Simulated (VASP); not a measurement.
**CoSi2: equation of state with PBE**

Crystal: CoSi2.

```
Co Si
1.0
     0.00000    2.67800    2.67800
     2.67800    0.00000    2.67800
     2.67800    2.67800    0.00000
Co Si
1 2
Direct
  0.00000 0.00000 0.00000
  0.75000 0.75000 0.75000
  0.25000 0.25000 0.25000
```

```json
{"Program": "VASP 6.6.1", "Task": "equation of state", "Functional": "PBE", "Potentials or basis": "VASP PAW PBE potentials, release 64 (Co, Si)", "Cutoff": "520 eV", "k mesh": "9 × 9 × 9", "Occupations": "fermi-dirac, width 0.05 eV", "Spin": "collinear spin, ferromagnetic start", "Starting moments": "[2.0, 0.0, 0.0] μB", "Further INCAR settings": "ALGO = Normal; EDIFF = 1e-07; NBANDS = 20"}
```

| Item | Value |
| --- | --- |
| Equilibrium volume | 12.83 Å³/atom |
| Bulk modulus | 178 GPa |
| Pressure derivative of the bulk modulus | 4.6 |

Energy against volume, from the lowest point:
| volume (Å³/atom) | energy (meV/atom) |
| --- | --- |
| 12.036 | 30.61 |
| 12.292 | 13.46 |
| 12.548 | 3.51 |
| 12.804 | 0.00 |
| 13.060 | 2.25 |
| 13.316 | 9.64 |
| 13.572 | 21.62 |

All runs of the series together: 7.6 min on 1 thread of Intel(R) Xeon(R) Platinum 8488C (Sapphire Rapids), on a shared host.
